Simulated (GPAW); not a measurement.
A run of GPAW 26.7.0 is set up as follows.

The input run.py:

```python
from ase import Atoms
from ase.filters import FrechetCellFilter
from ase.io import write
from ase.optimize import BFGS
from ase.units import GPa
from gpaw import GPAW, PW, setup_paths

setup_paths.insert(0, '.')

atoms = Atoms(['Pd', 'Pd'],
              cell=[[2.7836650458, 0.0, 0.0],
                    [-1.3918325229, 2.4107246453, 0.0],
                    [0.0, 0.0, 4.628893]],
              scaled_positions=[[0.3333333333, 0.6666666667, 0.25],
                                [0.6666666667, 0.3333333333, 0.75]],
              pbc=True)

calc = GPAW(mode=PW(600),
            xc='PBEsol',
            kpts={'size': (8, 8, 4), 'gamma': True},
            occupations={'name': 'fermi-dirac', 'width': 0.05},
            nbands=29,
            convergence={'density': 1e-05, 'forces': 0.0001},
            maxiter=150,
            txt='gpaw.txt')
atoms.calc = calc
opt = BFGS(FrechetCellFilter(atoms, scalar_pressure=20 * GPa), trajectory='relax.traj', logfile='-')
done = opt.run(fmax=0.02, steps=60)
calc.write('gs.gpw')
write('result.traj', atoms)
print('Converged:', done)
print('Cell:', atoms.cell.cellpar().round(4))
print('Volume:', round(atoms.get_volume(), 4))
print(atoms.get_scaled_positions().round(5))
```

Potentials or basis: PAW data sets generated in the run's folder for this functional, pw.

Run with:

```console
$ gpaw-setup -f PBEsol Pd
$ OMP_NUM_THREADS=1 python run.py
```

(1) Estimate the relaxed volume.

(2) Predict the band gap on the k mesh.

(3) What does it give for the space group after relaxing (to 0.05 Å)?

## Answers

(1) 13.54 Å³/atom.

(2) none (metal or under the smearing width).

(3) P6_3/mmc (No. 194).

Caveat: later steps reuse the first step's grids.
